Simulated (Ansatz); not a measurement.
Fluorite SrF2 was calculated with PBE-D3(BJ) (Ansatz, a first-principles code, plane waves, PAW).

Settings: plane-wave cutoff 500 eV, 10×10×10 k mesh, gaussian smearing 0.02 eV, scalar-relativistic PAW data made under PBE.

Cell (relaxed at this level):

```yaml
crystal:
  lattice:
    - [0.00000, 2.90844, 2.90844]
    - [2.90844, 0.00000, 2.90844]
    - [2.90844, 2.90844, 0.00000]
  atoms:
    - { symbol: Sr, position: [0.00000, 0.00000, 0.00000] }
    - { symbol: F, position: [0.25000, 0.25000, 0.25000] }
    - { symbol: F, position: [0.75000, 0.75000, 0.75000] }
```

### Question
Give the computed band gap.

### Answer

- band gap = 6.90 eV (on the SCF k mesh)

Measured, for comparison: band gap 11.1 eV (temperature not stated, no zero-point or thermal correction; as tabulated in Aguado et al. (1999), arXiv:cond-mat/9901145).

Spin–orbit coupling is not included.

Computed values are for the static lattice.

Cost on a shared machine: very roughly 13 core-seconds.
